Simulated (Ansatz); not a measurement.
# The perfect (8,0) C nanotube, part 4 of 4

Wanted: the relaxed geometry and the bands of the (8,0) C nanotube.

Ansatz 0.2.0; DFT PBE, plane waves, PAW; relaxation of a wire's period (the session's first sound run).

So far, band gap (eV): step 3 (the perfect wire, PBE) 0.583; step 5 (PBEsol PBE, k-mesh 1×1×15) 0.560; step 6 (r2SCAN PBE, cutoff 500 eV, k-mesh 1×1×15) 0.636; step 8 (relaxing the atoms, period over the relaxed period 0.94, k-mesh …, PBE) 0.472; step 9 (relaxing the atoms, period over the relaxed period 1.03, k-mesh …, PBE) 0.430.

### 10. A repeat with changed settings: scf.mixing.preconditioner = "kerker"

This step: DFT LDA, plane waves, PAW; bands of a perfect wire at the PBE geometry; changed: scf.mixing.preconditioner = "kerker" (Ansatz 0.2.0).

The atoms of the band run (LDA) are kept and the input is varied, to see whether the result depends on it.

The input, input.yaml:

```yaml
crystal:
  lattice:
    - [13.063, 0.0, 0.0]
    - [0.0, 13.063, 0.0]
    - [0.0, 0.0, 4.2668441808]
  atoms:
    - { symbol: C, position: [0.256180312, 0.5, 0.00062471] }
    - { symbol: C, position: [0.32758938, 0.67241062, 0.000629931] }
    - { symbol: C, position: [0.32758938, 0.32758938, 0.000629931] }
    - { symbol: C, position: [0.5, 0.743819688, 0.00062471] }
    - { symbol: C, position: [0.5, 0.256180312, 0.00062471] }
    - { symbol: C, position: [0.67241062, 0.67241062, 0.000629931] }
    - { symbol: C, position: [0.67241062, 0.32758938, 0.000629931] }
    - { symbol: C, position: [0.743819688, 0.5, 0.00062471] }
    - { symbol: C, position: [0.256180312, 0.5, 0.332708623] }
    - { symbol: C, position: [0.32758938, 0.67241062, 0.332703402] }
    - { symbol: C, position: [0.32758938, 0.32758938, 0.332703402] }
    - { symbol: C, position: [0.5, 0.743819688, 0.332708623] }
    - { symbol: C, position: [0.5, 0.256180312, 0.332708623] }
    - { symbol: C, position: [0.67241062, 0.67241062, 0.332703402] }
    - { symbol: C, position: [0.67241062, 0.32758938, 0.332703402] }
    - { symbol: C, position: [0.743819688, 0.5, 0.332708623] }
    - { symbol: C, position: [0.274734773, 0.593308434, 0.500625531] }
    - { symbol: C, position: [0.274734773, 0.406691566, 0.500625531] }
    - { symbol: C, position: [0.406691566, 0.725265227, 0.500625531] }
    - { symbol: C, position: [0.406691566, 0.274734773, 0.500625531] }
    - { symbol: C, position: [0.593308434, 0.725265227, 0.500625531] }
    - { symbol: C, position: [0.593308434, 0.274734773, 0.500625531] }
    - { symbol: C, position: [0.725265227, 0.593308434, 0.500625531] }
    - { symbol: C, position: [0.725265227, 0.406691566, 0.500625531] }
    - { symbol: C, position: [0.274734773, 0.593308434, 0.832707802] }
    - { symbol: C, position: [0.274734773, 0.406691566, 0.832707802] }
    - { symbol: C, position: [0.406691566, 0.725265227, 0.832707802] }
    - { symbol: C, position: [0.406691566, 0.274734773, 0.832707802] }
    - { symbol: C, position: [0.593308434, 0.725265227, 0.832707802] }
    - { symbol: C, position: [0.593308434, 0.274734773, 0.832707802] }
    - { symbol: C, position: [0.725265227, 0.593308434, 0.832707802] }
    - { symbol: C, position: [0.725265227, 0.406691566, 0.832707802] }
kpoints:
  mp_grid: { grid: [1, 1, 15] }
  band_path: { path: ["Γ", Z], npoints: 50 }
scf:
  occupations: { method: fermi_dirac, width: 0.05 }
  mixing: { preconditioner: kerker }
hamiltonian:
  xc: lda
```

Run with:

```console
ansatz run input.yaml --threads 8 --pin off --max-ram 16384MiB --backend cpu --events-out ev --progress --plain --runs-dir out
```

Numbers of over 12 decimals in the logs are rounded to 6 here.

The program printed:

```text
[...]
Crystal: 32 atoms, lattice volume = 728.103 Å³
Basis set: ecut = 420 eV, 14199 PW (Γ)
Bands: 96, of which v1, the nominal top of the filled ones, is band 64 counted from 1 (63 counted from 0)
Symmetry: 16 space group operations
[...]
k-points: 8 of 15
[...]
SCF iter   1: F=—  HF=-7768.162076 eV  |F-HF|=—  |Δ(HF+E_count)|=         —  Δρ=3.75e-3  dr2=5.01e-2  ethr=1.77e-3  ⟨swp⟩=12.8  Hψ=5421  notcnv=0  defer=75
[...]
SCF iter  16: F=-7768.176859 eV  HF=-7768.176859 eV  |F-HF|=4.43e-8  |Δ(HF+E_count)|=   3.79e-6  Δρ=1.34e-6  dr2=4.95e-8  ethr=2.43e-11  ⟨swp⟩=9.8  Hψ=3280  notcnv=0
SCF 1 converged in 16 iterations: F = -7768.176859 eV  dr2 = 4.95e-8
[...]
SCF converged after 16 iterations
an eigenvalue changed by more than its tolerance at an iteration that met the thresholds in force, so the SCF went on 2 times, its first undamped step at iteration 15: the last check found none over its tolerance
Free energy (F): -7768.176859 eV
[...]
Internal energy: -7768.176402 eV  (E = F + TS)
E sigma→0 (E₀):  -7768.176631 eV
Entropy (-TS):   -0.000457 eV (-0.014 meV/atom)
Fermi energy:    -0.348834 eV
[...]
--- Band table (eV; the first three rows and the last of 8) ---
  k-point 0: bands = [... 60 lower, -1.0862, -1.0851, -0.6583, -0.6583, -0.0813, 0.3010, 0.3010, 0.4235, ... 28 higher]
  k-point 1: bands = [... 60 lower, -1.3332, -1.3321, -0.7760, -0.7760, 0.1267, 0.5117, 0.5117, 0.6720, ... 28 higher]
  k-point 2: bands = [... 60 lower, -1.8403, -1.8390, -1.0628, -1.0628, 0.6130, 0.9625, 0.9625, 1.0071, ... 28 higher]
  k-point 7: bands = [... 60 lower, -3.0218, -3.0218, -2.2175, -2.2149, 1.7059, 1.7199, 2.6390, 2.6390, ... 28 higher]
```

Run time: 37 s. Hardware: 8 threads of Arm Neoverse V2, shared host; peak memory 3.7 GiB.

Numbers from this step:

```yaml
energy_at_zero_smearing: -7768.1766 eV
band_gap: 0.5770 eV
```

It took 37 s against 31 s for the run it varies.

The band gap stays within 0.2 % plus 0.001 of the run it varies.

Against step 4 (now other mixing), the band gap stays at 0.577 eV and the free energy stays within 0.05 meV an atom.

### 11. A varied input

This step: DFT LDA, plane waves, PAW; bands of a perfect wire at the PBE geometry; changed: scf.occupations = {"method": "gaussian", "width": 5.0}, scf.max_iter = 60 (Ansatz 0.2.0).

The input of the band run (LDA) is made doubtful on purpose.

Edit input.yaml of step 10 so:

```diff
@@ -42,4 +42,4 @@
 scf:
-  occupations: { method: fermi_dirac, width: 0.05 }
-  mixing: { preconditioner: kerker }
+  occupations: { method: gaussian, width: 5.0 }
+  max_iter: 60
 hamiltonian:
```

The program printed:

```text
band count auto-derived: 253 (N_el = 128.0; filled up to band 64; 96 by the electrons, moments and atoms)
[...]
Crystal: 32 atoms, lattice volume = 728.103 Å³
Basis set: ecut = 420 eV, 14199 PW (Γ)
Bands: 253, of which v1, the nominal top of the filled ones, is band 64 counted from 1 (63 counted from 0)
Symmetry: 16 space group operations
[...]
k-points: 8 of 15
[...]
SCF iter   1: F=—  HF=-7798.086806 eV  |F-HF|=—  |Δ(HF+E_count)|=         —  Δρ=1.04e-2  dr2=3.46e0  ethr=1.77e-3  ⟨swp⟩=12.8  Hψ=14862  notcnv=0
[...]
SCF iter   8: F=-7797.492094 eV  HF=-7797.492094 eV  |F-HF|=1.09e-9  |Δ(HF+E_count)|=   5.28e-8  Δρ=6.15e-7  dr2=5.24e-9  ethr=7.81e-11  ⟨swp⟩=16.8  Hψ=9115  notcnv=0
SCF 1 converged in 8 iterations: F = -7797.492094 eV  dr2 = 5.24e-9
[...]
SCF converged after 8 iterations
Free energy (F): -7797.492094 eV
[...]
Internal energy: -7721.841524 eV  (E = F + TS)
E sigma→0 (E₀):  -7759.666809 eV
Entropy (-TS):   -75.650570 eV (-2364.080 meV/atom)
Fermi energy:    -1.360218 eV
[...]
--- Band table (eV; the first three rows and the last of 8) ---
  k-point 0: bands = [... 60 lower, -2.2127, -2.2082, -1.7803, -1.7803, -1.1724, -0.8068, -0.8068, -0.7012, ... 185 higher]
  k-point 1: bands = [... 60 lower, -2.4592, -2.4547, -1.9009, -1.9009, -0.9658, -0.5969, -0.5969, -0.4518, ... 185 higher]
  k-point 2: bands = [... 60 lower, -2.9650, -2.9603, -2.1917, -2.1917, -0.4812, -0.1500, -0.1500, -0.1020, ... 185 higher]
  k-point 7: bands = [... 60 lower, -4.1467, -4.1467, -3.3518, -3.3499, 0.6435, 0.6539, 1.5638, 1.5638, ... 185 higher]
```

Wall time 1.8 min (8 threads); peak memory 7.8 GiB; 14 min of CPU time.

Residual by cycle:

cycle, log10 residual and a bar from the least value:
```
        1        0.5 ##############################
        2       -0.4 ###########################
        3       -0.6 ##########################
        4       -2.5 ####################
        5       -4.3 ##############
        6       -5.5 ##########
        7       -6.9 #####
        8       -8.3
```

The run finished. A setting was moved off its sound value on purpose, so it serves as a test and not as the result.

The fault put into the input: a smearing of electronvolts (scf.occupations = {"method": "gaussian", "width": 5.0}).

### 12. Results

| Quantity | Value |
| --- | --- |
| cell length, PBE | 4.267 Å |
| gap, PBE | 0.583 eV |
| gap, LDA | 0.577 eV |
| gap, PBEsol | 0.560 eV |
| gap, r2SCAN | 0.636 eV |
| gap, period scaled by 0.94 | 0.472 eV |
| gap, period scaled by 1.03 | 0.430 eV |

**Reading.** Under PBE the cell's length is 4.27 Å, and a gap of 0.58 eV makes it a semiconductor. At the relaxed period the wire is gapped under every functional, from 0.56 eV (PBEsol) to 0.64 eV (r2SCAN). Weak screening in one dimension makes quasiparticle gaps larger than the semilocal gaps, as a rule. Strain matters: under PBE the gap goes from 0.58 eV to 0.472 eV at 0.94 times the period and 0.430 eV at 1.03 times the period.

[Logs are printed without paths, hosts, clocks, repeated set-up lines and the standing remarks that a program may print on its own settings, such as how far it seeks lower states.]

[Hosts, paths, dates, database ids (printed as entryN), source tags and the programs' standing remarks are cut or masked in the printed files.]
